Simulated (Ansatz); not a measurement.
The system is Te2Mo.

```
Te Mo
1.0
     6.33000    0.00000    0.00000
     0.00000    3.46900    0.00000
    -0.94679    0.00000   13.82762
Te Mo
8 4
Direct
  0.94370 0.75000 0.60450
  0.05630 0.25000 0.39550
  0.90300 0.25000 0.85140
  0.09700 0.75000 0.14860
  0.41120 0.75000 0.89550
  0.58880 0.25000 0.10450
  0.44320 0.25000 0.64840
  0.55680 0.75000 0.35160
  0.81670 0.75000 0.99260
  0.18330 0.25000 0.00740
  0.68190 0.25000 0.49340
  0.31810 0.75000 0.50660
```

Base run:

- Program: Ansatz 0.2.0
- Functional: LDA
- Potentials or basis: Ansatz PAW
- Cutoff: 420 eV (not typed: the program's choice for these potentials)
- k mesh: 3 × 6 × 2
- Occupations: fermi-dirac, width 0.05 eV
- Spin: no spin polarisation

Its results: band gap on the k mesh none (metal or under the smearing width); pressure -3.3 GPa; largest force 0.399 eV/Å.

Question: After a change of settings the same cell gave: band gap on the k mesh none (metal or under the smearing width); pressure 3.9 GPa; largest force 0.230 eV/Å. Which change was it?
A. functional from LDA to PBE
B. functional from LDA to revPBE
C. functional from LDA to PBEsol
D. functional from LDA to BLYP

Answer: B.

revPBE binds less tightly than LDA, so the same cell stands under more pressure.

Caveats: spin-orbit coupling is left out, which moves the levels of the heavy elements; the PAW data sets come from PBE, with cores solved anew for the run's functional, which leaves a small shift of forces and pressure.
